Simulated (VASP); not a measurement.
Here is a VASP 6.6.1 calculation.

File INCAR:

```
SYSTEM = MnO
PREC = Accurate ; ENCUT = 520
EDIFF = 1E-6 ; ISMEAR = 0
SIGMA = 0.05 ; LREAL = .FALSE.
LASPH = .TRUE. ; NELM = 100
ALGO = Fast ; ISIF = 2
LWAVE = .FALSE. ; LCHARG = .FALSE.
LMAXMIX = 4 ; LDAU = .TRUE.
LDAUTYPE = 2 ; LDAUL = 2 -1
LDAUU = 5 0 ; LDAUJ = 0 0
LDAUPRINT = 1 ; GGA = CA
NBANDS = 16
```

Contents of KPOINTS:

```
regular mesh
0
G
  7 7 7
  0 0 0
```

POSCAR

```
MnO
1.0
    0.0000000000      2.2220003300      2.2220003300
    2.2220003300      0.0000000000      2.2220003300
    2.2220003300      2.2220003300      0.0000000000
Mn O
1 1
Direct
    0.0000000000      0.0000000000      0.0000000000
    0.5000000000      0.5000000000      0.5000000000
```

Potentials or basis: VASP PAW LDA potentials, release 64 (Mn_pv, O).

Launch:

```sh
$ cat potpaw_LDA.64/Mn_pv/POTCAR potpaw_LDA.64/O/POTCAR > POTCAR
$ mpirun -np 1 vasp_std > vasp.out
```

(1) Estimate the pressure.

(2) What does it give for the band gap on the k mesh?

Answers

(1) -39.1 GPa.

(2) none (metal or under the smearing width).

Caveat: a pressure of tens of GPa on the cell as given is suspect, and the run, the potentials or the cell itself is likely at fault; an odd number of electrons without spin polarisation forces a metal; a magnetic or distorted state may lie lower; the run has no spin polarisation, though such a crystal can be magnetic; U without spin polarisation on a metal has little footing.
